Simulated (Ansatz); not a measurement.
Relaxed-ion elastic tensor of LaAlO3 (cubic perovskite, Pm-3m) in GPa (Voigt order), plane-wave PAW PBE (Ansatz code); density 6.41 g/cm³, 11.08 Å³ per atom.

```tsv
	1	2	3	4	5	6
1	327	124	124	0.0	0.0	0.0
2	124	327	124	0.0	0.0	0.0
3	124	124	327	0.0	0.0	0.0
4	0.0	0.0	0.0	151	0.0	0.0
5	0.0	0.0	0.0	0.0	151	0.0
6	0.0	0.0	0.0	0.0	0.0	151
```

Q: Is the crystal mechanically stable?

A: Yes: the smallest eigenvalue of C is 151 GPa.

Q: Work out the Voigt, Reuss and Hill averages.

A: K_V = 192, K_R = 192, K_H = 192; G_V = 131, G_R = 126, G_H = 128 GPa.

Q: Give Young's modulus, Poisson's ratio, Pugh's ratio and the universal anisotropy index.

A: E = 9KG/(3K + G) = 315 GPa; ν = 0.23; K/G = 1.49 (brittle by the Pugh limit of 1.75); A_U = 5G_V/G_R + K_V/K_R − 6 = 0.19.

Q: Estimate the sound speeds and the Debye temperature.

A: v_l = √((K + 4G/3)/ρ) = 7530 m/s, v_t = √(G/ρ) = 4480 m/s, mean 4960 m/s; Θ = (h/k)(3n/4πV)^(1/3) v_m = 662 K.

Q: Give the Zener ratio and Young's modulus along [100], [110] and [111].

A: A = 2C44/(C11 − C12) = 1.49; 1/E = S11 − 2(S11 − S12 − S44/2)Γ with Γ = 0, 1/4, 1/3 gives 258, 327, 358 GPa.

This is a known high-temperature phase of the composition, computed here at zero pressure and temperature. The PBE relaxation kept the symmetry of its start. At this level the phase is dynamically unstable (imaginary phonons). Spin–orbit coupling is left out wherever it is not named.

Potentials: the later of the program's two PAW sets.
